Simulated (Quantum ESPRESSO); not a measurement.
# S under changes of volume

One of the cells (23.774 Å³/atom); the others are scaled copies at fixed shape and fractional positions:

```
S
1.0
     5.67805    0.00000    0.00000
     0.00000    5.67805    0.00000
     0.00000    0.00000    2.94962
S
4
Direct
  0.61661 0.38339 0.00000
  0.38339 0.61661 0.00000
  0.11661 0.11661 0.50000
  0.88339 0.88339 0.50000
```

This isn't the form of S at room conditions, which is orthorhombic, of S8 rings.

```yaml
Program: Quantum ESPRESSO 7.5
Functional: PBE
Potentials_or_basis: SSSP 1.3 efficiency PBE
Cutoff: 748 eV
Density_cutoff: 5987 eV
k_mesh: 5 × 5 × 9
Occupations: fermi-dirac, width 0.05 eV
Spin: no spin polarisation
```

```tsv
volume (Å³/atom)	energy over the lowest point (meV/atom)	pressure (GPa)	largest force (eV/Å)
22.348	49.44	6.9	2.157
22.823	31.46	5.3	1.686
23.299	17.95	3.9	1.248
23.774	?	?	?
24.250	2.59	1.4	0.462
24.725	0.00	0.4	0.110
25.201	0.36	-0.5	0.218
```

Task: What does the run at 23.774 Å³/atom give?

Result: Energy over the lowest point 8.46 meV/atom; pressure 2.6 GPa; largest force 0.841 eV/Å.

Worked out: A Birch-Murnaghan fit of order 3 (a polynomial in V^(-2/3)) to the other rows has its minimum at 24.90 Å³/atom with B0 = V·E''(V) = 50 GPa and B' = 4.4 at fixed shape and positions, which overstates the stiffness. It gives 8.46 meV/atom at 23.774 Å³/atom, against the run's 8.46, and -dE/dV = 2.6 GPa, against 2.6.

Energies are extrapolated to zero smearing.

Caveats: forces of over 1 eV/Å show positions far from the minimum, so gaps and moduli don't describe the material at rest (some runs).
